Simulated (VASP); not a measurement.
# ScAl (Pm-3m) in VASP: a series of runs

Runs on ScAl. Level: PBEsol. Tasks: single point.

All numbers are computed with VASP 6.6.1; they aren't measurements. Logs are shortened: lines on timing, memory, paths and dates and some standing lists are left out, and cuts for length are marked.

## (1) The structure

It takes space group Pm-3m (No. 221, cubic). Conventional cell: a = 3.370 Å, b = 3.370 Å, c = 3.370 Å, α = 90.00°, β = 90.00°, γ = 90.00°. Sc (site symmetry m-3m) has 8 Al at 2.92 Å as nearest neighbours. Al (site symmetry m-3m) has 8 Sc at 2.92 Å as nearest neighbours.

The cell comes from a database or a generator and needn't be the stable form of this composition.

## (2) Single point, PBEsol

Contents of INCAR:

```
SYSTEM = ScAl
PREC     = Accurate       ! precision mode
ENCUT    = 250            ! plane-wave cutoff, eV
EDIFF    = 1E-6           ! SCF threshold, eV
ISMEAR   = 1              ! smearing method
SIGMA    = 0.2            ! smearing width, eV
LREAL    = .False.        ! projectors in reciprocal space
LASPH    = .True.         ! aspherical terms in the spheres
NELM     = 100            ! most SCF steps
ALGO     = Normal         ! electronic algorithm
ISIF     = 2              ! what is computed and relaxed
LWAVE    = .False.        ! write WAVECAR
LCHARG   = .False.        ! write CHGCAR
GGA      = PS             ! functional
ADDGRID  = .False.
```

Contents of KPOINTS:

```
Automatic mesh
0
Gamma
  8 8 8
  0 0 0
```

Contents of POSCAR:

```
ScAl
1.0
    3.3703489700      0.0000000000      0.0000000000
    0.0000000000      3.3703489700      0.0000000000
    0.0000000000      0.0000000000      3.3703489700
Sc Al
1 1
Direct
    0.5000000000      0.5000000000      0.5000000000
    0.0000000000      0.0000000000      0.0000000000
```

Potentials or basis: VASP PAW PBE potentials, release 64 (Sc_sv, Al).

Run with:

```console
$ cat potpaw_PBE.64/Sc_sv/POTCAR potpaw_PBE.64/Al/POTCAR > POTCAR
$ mpirun -np 1 vasp_std > vasp.out
```

OUTCAR:

```text
SYSTEM = ScAl
   PREC = Accurate
   ENCUT = 250
   EDIFF = 1E-6
   ISMEAR = 1
   LREAL = .False.
   LASPH = .True.
   NELM = 100
   ISIF = 2
   GGA = PS

 Found     35 irreducible k-points:

 Following reciprocal coordinates:
            Coordinates               Weight
  0.000000  0.000000  0.000000      1.000000
  0.125000  0.000000  0.000000      6.000000
  0.250000  0.000000  0.000000      6.000000
  0.375000  0.000000  0.000000      6.000000
  0.500000  0.000000  0.000000      3.000000
  0.125000  0.125000  0.000000     12.000000
   k-points           NKPTS =     35   k-points in BZ     NKDIM =     35   number of bands    NBANDS=     11
   number of dos      NEDOS =    301   number of ions     NIONS =      2
   total plane-waves  NPLWV =   5832
   dimension x,y,z NGX =    18 NGY =   18 NGZ =   18
   dimension x,y,z NGXF=    36 NGYF=   36 NGZF=   36
   ions per type =               1   1
   NGX,Y,Z   is equivalent  to a cutoff of   8.88,  8.88,  8.88 a.u.
   NGXF,Y,Z  is equivalent  to a cutoff of  17.76, 17.76, 17.76 a.u.
 SYSTEM =  ScAl
   PREC   = accura    normal or accurate (medium, high low for compatibility)
   ISTART =      0    job   : 0-new  1-cont  2-samecut
   ICHARG =      2    charge: 1-file 2-atom 10-const
   ISPIN  =      1    spin polarized calculation?
   LNONCOLLINEAR =      F non collinear calculations
   LSORBIT =      F    spin-orbit coupling
   LASPH  =      T    aspherical Exc in radial PAW
   ENCUT  =  250.0 eV  18.37 Ry    4.29 a.u.   4.35  4.35  4.35*2*pi/ulx,y,z
   NELM   =    100;   NELMIN=  2; NELMDL= -5     # of ELM steps
   EDIFF  = 0.1E-05   stopping-criterion for ELM
   LREAL  =      F    real-space projection
   EDIFFG = 0.1E-04   stopping-criterion for IOM
   NSW    =      0    number of steps for IOM
   IBRION =     -1    ionic relax: 0-MD 1-quasi-New 2-CG
   NFREE  =      0    steps in history (QN), initial steepest desc. (CG)
   ISIF   =      2    stress and relaxation
   ISYM   =      2    0-nonsym 1-usesym 2-fastsym
   POTIM  = 0.5000    time-step for ionic-motion
   TEBEG  =    0.0;   TEEND  =   0.0 temperature during run
   PSTRESS=    0.0 pullay stress
   NELECT =      14.0000    total number of electrons
   NUPDOWN=      -1.0000    fix difference up-down
   EMIN   =  10.00;   EMAX   =-10.00  energy-range for DOS
   EFERMI =   0.00;   METHOD = LEGACY
   ISMEAR =     1;   SIGMA  =   0.20  broadening in eV -4-tet -1-fermi 0-gaus
   EFERMI_NEDOS =   21; number of points for ismear=-14 and -15
   IALGO  =     38    algorithm
   IMIX   =      4    mixing-type and parameters
     AMIX     =   0.40;   BMIX     =  1.00
     AMIX_MAG =   1.60;   BMIX_MAG =  1.00
  volume/ion in A,a.u.               =      19.14       129.18
  Fermi-wavevector in a.u.,A,eV,Ry     =   1.170692  2.212287 18.647052  1.370520
  Thomas-Fermi vector in A             =   2.307147
   LORBIT       =      0    0 simple, 1 ext, 2 COOP (PROOUT), +10 PAW based schemes
   GGA     = PS    functional components
   LHFCALC =     F    Hartree Fock is set to
   AEXX    =    0.0000 exact exchange contribution
   IVDW    =     0    specifies the selected vdW correction
   LEPSILON=     F    determine dielectric tensor
   LRPA    =     F    only Hartree local field effects (RPA)
 non-spin polarized calculation
 Methfessel and Paxton  Order N= 1 SIGMA  =   0.20
  energy-cutoff  :      250.00
  volume of cell :       38.28
 maximum number of plane-waves:       360
 NGX is ok and might be reduce to    18
   NGX =  9   NGY =  9   NGZ =  9

 number of electron      13.9999987 magnetization

 Free energy of the ion-electron system (eV)
  ---------------------------------------------------
  ext. energy  EPLUGINS =         0.00000000
  ---------------------------------------------------
  free energy    TOTEN  =       -11.60874891 eV

  energy without entropy =      -11.60684826  energy(sigma->0) =      -11.60811536

 E-fermi :   5.9767     XC(G=0): -10.4086

 val. band max:        5.9704250409   @ k =   0.5000   0.1250   0.1250
 cond. band min:       5.9998489301   @ k =   0.5000   0.3750   0.1250
 fundamental gap:      0.0294238892
 Fermi energy:         5.9767238422

 k-point     1 :       0.0000    0.0000    0.0000
  band No.  band energies     occupation
      1     -43.2250      2.00000
      2     -21.9167      2.00000
      3     -21.9167      2.00000
      4     -21.9167      2.00000
      5      -2.4878      2.00000
      6       5.3039      2.00002
      7       5.3039      2.00002
      8       8.6901     -0.00000
      9       8.6901     -0.00000
     10       8.6901     -0.00000
     11       9.7087     -0.00000

 k-point     2 :       0.1250    0.0000    0.0000
  band No.  band energies     occupation
      1     -43.2236      2.00000
      2     -21.9438      2.00000
      3     -21.9144      2.00000
      4     -21.9144      2.00000
      5      -2.2647      2.00000
      6       5.0567      2.00000
      7       5.4157      2.00053
      8       8.1057     -0.00000
      9       8.1057     -0.00000
     10       8.7225     -0.00000
     11       9.1944     -0.00000

 k-point     3 :       0.2500    0.0000    0.0000
  band No.  band energies     occupation
      1     -43.2180      2.00000
      2     -22.0085      2.00000
      3     -21.9085      2.00000
      4     -21.9085      2.00000
      5      -1.6159      2.00000
      6       4.0609      2.00000
      7       5.7146      2.06889
      8       7.3936     -0.00000
      9       7.3936     -0.00000
     10       8.8026     -0.00000
     11       8.9723     -0.00000

 k-point     4 :       0.3750    0.0000    0.0000
  band No.  band energies     occupation
      1     -43.2129      2.00000
      2     -22.0723      2.00000
      3     -21.9027      2.00000
      4     -21.9027      2.00000
      5      -0.6107      2.00000
      6       2.5472      2.00000
      7       6.0695      0.30089
      8       6.9194     -0.00000
      9       6.9194     -0.00000
     10       8.8853     -0.00000
     11       9.4522     -0.00000

 k-point     5 :       0.5000    0.0000    0.0000
  band No.  band energies     occupation
      1     -43.2102      2.00000
      2     -22.0985      2.00000
      3     -21.9003      2.00000
      4     -21.9003      2.00000
      5       0.3094      2.00000
      6       1.4127      2.00000
      7       6.2402     -0.06860
      8       6.7546     -0.00000
      9       6.7546     -0.00000
     10       8.9203     -0.00000
     11       9.7927     -0.00000

 k-point     6 :       0.1250    0.1250    0.0000
  band No.  band energies     occupation
      1     -43.2213      2.00000
      2     -21.9428      2.00000
      3     -21.9396      2.00000
      4     -21.9120      2.00000
      5      -2.0465      2.00000
      6       5.0828      2.00000
      7       5.2918      2.00001
      8       7.5310     -0.00000
      9       7.9565     -0.00000
     10       8.5026     -0.00000
     11       9.6218     -0.00000

 [... further k-points ...]

------------------------ aborting loop because EDIFF is reached ----------------------------------------

  FORCE on cell =-STRESS in cart. coord.  units (eV):
  Direction    XX          YY          ZZ          XY          YZ          ZX
  --------------------------------------------------------------------------------------
  -------------------------------------------------------------------------------------
  Total       -0.4529374     -0.4529374     -0.4529374     -0.0000000     -0.0000000      0.0000000
  in kB      -18.9550148    -18.9550148    -18.9550148     -0.0000000     -0.0000000      0.0000000
  external PRESSURE =     -18.9550148 kB  Pullay stress =       0.0000000 kB

 VOLUME and BASIS-vectors are now :
 -----------------------------------------------------------------------------
  energy-cutoff  :      250.00
  volume of cell :       38.28
      direct lattice vectors                 reciprocal lattice vectors
     3.370348970  0.000000000  0.000000000     0.296705181  0.000000000  0.000000000
     0.000000000  3.370348970  0.000000000     0.000000000  0.296705181  0.000000000
     0.000000000  0.000000000  3.370348970     0.000000000  0.000000000  0.296705181

 POSITION                                       TOTAL-FORCE (eV/Angst)
 -----------------------------------------------------------------------------------
      1.68517      1.68517      1.68517         0.000000      0.000000      0.000000
      0.00000      0.00000      0.00000         0.000000      0.000000      0.000000
 -----------------------------------------------------------------------------------
    total drift:                                0.000000     -0.000000      0.000000

  FREE ENERGIE OF THE ION-ELECTRON SYSTEM (eV)
  ---------------------------------------------------
  free  energy   TOTEN  =       -11.6087489083 eV

  energy  without entropy=      -11.6068482644  energy(sigma->0) =      -11.60811536
```

Wall time 3.9 s (1 thread of Intel Xeon Platinum 8488C (Sapphire Rapids), shared host); peak memory 0.12 GiB.

These settings aren't checked as converged: the numbers below hold their error.

Results:

| Property | Result |
| --- | --- |
| Free energy | -11.6087 eV |
| Band gap on the k mesh | none (metal or under the smearing width) |

Caveat: the cutoff is under 1.25 times the usual one of these potentials, so pressure, stress and relaxed cells hold a basis-set (Pulay) error; the PAW data sets were made with another functional, which shifts forces and pressure a little.

## (3) Single point, PBEsol

Changes to INCAR since step 2:

```diff
@@ -2,3 +2,3 @@
 PREC     = Accurate       ! precision mode
-ENCUT    = 250            ! plane-wave cutoff, eV
+ENCUT    = 300            ! plane-wave cutoff, eV
 EDIFF    = 1E-6           ! SCF threshold, eV
```

KPOINTS is that of step 2.

POSCAR is that of step 2.

Potentials or basis: VASP PAW PBE potentials, release 64 (Sc_sv, Al).

Run with:

```console
$ cat potpaw_PBE.64/Sc_sv/POTCAR potpaw_PBE.64/Al/POTCAR > POTCAR
$ mpirun -np 1 vasp_std > vasp.out
```

Run time: 5.2 s. Hardware: 1 thread of Intel Xeon Platinum 8488C (Sapphire Rapids), shared host; peak memory 0.12 GiB.

These settings aren't checked as converged: the numbers below hold their error.

What came out:

| Property | Result |
| --- | --- |
| Free energy | -11.6122 eV |
| Pressure | -1.9 GPa |
| Band gap on the k mesh | none (metal or under the smearing width) |

Caveat: the PAW data sets were made with another functional, which shifts forces and pressure a little.
